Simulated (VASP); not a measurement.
# How uniaxial stress along [001] changes CoSi2 (Fm-3m)

How do stress and energy of CoSi2 follow uniaxial stress along [001]?

Program: VASP 6.6.1. Level of theory: PBEsol, no spin polarisation; plane waves and PAW (Co, Si); cell typed or built by script, in the first sound run; inputs show where later runs differ. Results are calculated unless marked as measured.

Report form: the programs' logs are mostly left out.

**1. The structure**

It takes space group Fm-3m (No. 225, cubic). The conventional cell has a = 5.365 Å, b = 5.365 Å, c = 5.365 Å, α = 90.00°, β = 90.00°, γ = 90.00°. Nearest to Co lie 8 Si at 2.32 Å. Nearest to Si lie 4 Co at 2.32 Å. Farther neighbours are not listed.

**2. Relax the crystal, PBEsol**

The series starts from the cell that this level prefers, so that zero strain is near zero stress.

This step took 2 runs in a row; the last is shown.

Level: PBEsol, no spin polarisation; plane waves and PAW (Co, Si); cell typed or built by script.

INCAR reads:

```
SYSTEM = CoSi2
PREC = Accurate
ENCUT = 450
EDIFF = 1E-07
NELM = 120
ISMEAR = 1
SIGMA = 0.15
LREAL = .FALSE.
ALGO = Normal
GGA = PS
NBANDS = 14
LASPH = .TRUE.
LORBIT = 11
LWAVE = .FALSE.
LCHARG = .FALSE.
KPAR = 8
IBRION = 2
NSW = 40
ISIF = 3
EDIFFG = -0.005
POTIM = 0.4
```

POSCAR reads:

```
CoSi2
1.0
    0.0000000000      2.6565168648      2.6565168648
    2.6565168648      0.0000000000      2.6565168648
    2.6565168648      2.6565168648      0.0000000000
Co Si
1 2
Direct
    0.0000000000      0.0000000000      0.0000000000
    0.2500000000      0.2500000000      0.2500000000
    0.7500000000      0.7500000000      0.7500000000
```

KPOINTS reads:

```
Automatic mesh
0
Gamma
16 16 16
0 0 0
```

The projector-augmented-wave data sets are Co and Si (PBE family, release 64).

Launch:

```console
$ mpirun -np 8 vasp_std
```

Wall time 11 s (8 MPI ranks of Intel Xeon 6975P-C (Granite Rapids), shared host); peak memory 1.7 GiB.

Read from the output:

```
energy(sigma→0) of the program : -20.9821 eV
stress, compression positive   : xx, yy, zz 0.02, 0.02, 0.02 GPa
volume                         : 37.486 Å³
ionic steps                    : 3
```

**3. Strain across the axis, PBEsol**

One member in full: the axis is strained by -1 %, and the two directions across it are strained alike until their mean stress is under 0.012 GPa or five steps are spent.

This step took 3 runs, each at a new trial strain with the atoms of the one before; the last is shown.

Level: PBEsol, no spin polarisation; plane waves and PAW (Co, Si); cell typed or built by script.

INCAR, as its differences from that of step 2:

```diff
@@ -15,7 +15,7 @@
 LCHARG = .FALSE.
-KPAR = 8
-IBRION = 2
-NSW = 40
-ISIF = 3
-EDIFFG = -0.005
-POTIM = 0.4
+KPAR = 2
+IBRION = 1
+NSW = 25
+ISIF = 2
+EDIFFG = -0.004
+POTIM = 0.3
```

POSCAR reads:

```
CoSi2
1.0
    0.0000000000      2.6661067200      2.6297527840
    2.6661067200      0.0000000000      2.6297527840
    2.6661067200      2.6661067200      0.0000000000
Co Si
1 2
Direct
    0.0000000000      0.0000000000      0.0000000000
    0.2500000000      0.2500000000      0.2500000000
    0.7500000000      0.7500000000      0.7500000000
```

KPOINTS is that of step 2.

Launch:

```console
$ mpirun -np 2 vasp_std
```

The job ended after 37 s (2 MPI ranks; peak memory 0.54 GiB).

Read from the output:

| Quantity | Value |
| --- | --- |
| energy(sigma→0) of the program | -20.9803 eV |
| stress, compression positive | xx, yy, zz 0.00, 0.00, 1.47 GPa |
| ionic steps | 1 |

**4. All members**

The other members went through these steps as far as the tables show, with the same cutoff and, step by step, the same mesh; 30 runs are not shown. The session took 0.67 core hours (wall time by ranks) on a shared machine.

```csv
strain along the axis (%),strain across the axis (%),"stress along the axis, tension positive (GPa)","energy above the unstrained row, extrapolated to no smearing (meV/atom)"
-2.000,0.753,-3.087,2.384
-1.500,0.560,-2.259,1.317
-1.000,0.369,-1.469,0.580
-0.500,0.178,-0.712,0.146
0,-0.012,0.013,0.000
0.500,-0.201,0.707,0.127
1.000,-0.389,?,?
1.500,-0.561,2.005,1.153
2.000,-0.746,2.627,2.041
```

**5. A fit to the known rows**

A least-squares parabola through the 8 rows shown, with e the strain in %: stress = − 0.06112 e² + 1.425 e + 0.01338 (GPa), r.m.s. residual 0.0052 GPa.

For the withheld row, e = 1, the fit gives 1.378 GPa.

**6. Prediction against calculation**

The calculation gives 1.375 GPa, so the prediction is 0.003 GPa too high.

Slopes at zero strain, from cubics through all rows: strain ratio -0.377, stress over strain 142 GPa.

**7. Outcome**

| Item | Value |
| --- | --- |
| error of the predicted stress | 0.003 GPa |
| Poisson ratio | 0.377 |
| Young's modulus along the axis | 142 GPa |

In words: As a check, the curvature of the energy gives 140 GPa for the same modulus (energy per volume = E/2 × strain²), 2 % from the slope of the stress; these energies are extrapolated to no smearing, while the stress belongs to the free energy, so part of the difference may come from that. These are static values: temperature and zero-point motion are left out. In a metal the slopes also depend on mesh and smearing, which were held through the series.

[Lines on the potential files, build, host, timing and source positions are cut from VASP's logs without a mark.]

[Logs are printed without paths, hosts, clocks, repeated set-up lines and the standing remarks that a program may print on its own settings, such as how far it seeks lower states.]

[Hosts, paths, dates, database ids (printed as entryN), source tags and the programs' standing remarks are cut or masked in the printed files.]

[In band tables of VASP the shares of atoms and orbitals are scaled to a sum of 1 inside the atoms' spheres.]
